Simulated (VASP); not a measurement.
GaN, 2 atoms in the cell. It takes space group Fm-3m (No. 225, cubic). The conventional cell has a = 4.217 Å, b = 4.217 Å, c = 4.217 Å, α = 90.00°, β = 90.00°, γ = 90.00°. Around Ga (site symmetry m-3m) lie 6 N at 2.11 Å. N (site symmetry m-3m) is surrounded by 6 Ga at 2.11 Å. The cell was built by a generator and needn't be a form met in nature.

```yaml
Program: VASP 6.6.1
Task: single point
Functional: HSE06
Potentials_or_basis: VASP PAW PBE potentials, release 64 (Ga_d, N)
Cutoff: 520 eV
k_mesh: 6 × 6 × 6
Occupations: gaussian, width 0.01 eV
Spin: no spin polarisation
Dipole_correction: no
Exchange_at_q_=_0: truncated
Grid_for_exact_exchange_PRECFOCK: Normal
Screening_parameter: 0.2079 1/A
Further_INCAR_settings: ALGO = Normal; EDIFF = 1e-06; NBANDS = 16
```

Potentials or basis: VASP PAW PBE potentials, release 64 (Ga_d, N).

The run is started by

```bash
$ cat potpaw_PBE.64/Ga_d/POTCAR potpaw_PBE.64/N/POTCAR > POTCAR
$ cp INCAR.step1 INCAR
$ mpirun -np 1 vasp_std > vasp.out
$ cp INCAR.step2 INCAR
$ mpirun -np 1 vasp_std > vasp.out
```

Hardware: 1 thread of Intel(R) Xeon(R) Platinum 8259CL CPU @ 2.50GHz (Skylake/Cascade Lake), on a shared host.

Estimate the wall time of this run.

Run time: 24 min on 1 thread of Intel(R) Xeon(R) Platinum 8259CL CPU @ 2.50GHz (Skylake/Cascade Lake), with other jobs on the host, peak memory 0.26 GiB. Counts: scf iterations 10, k points 16.
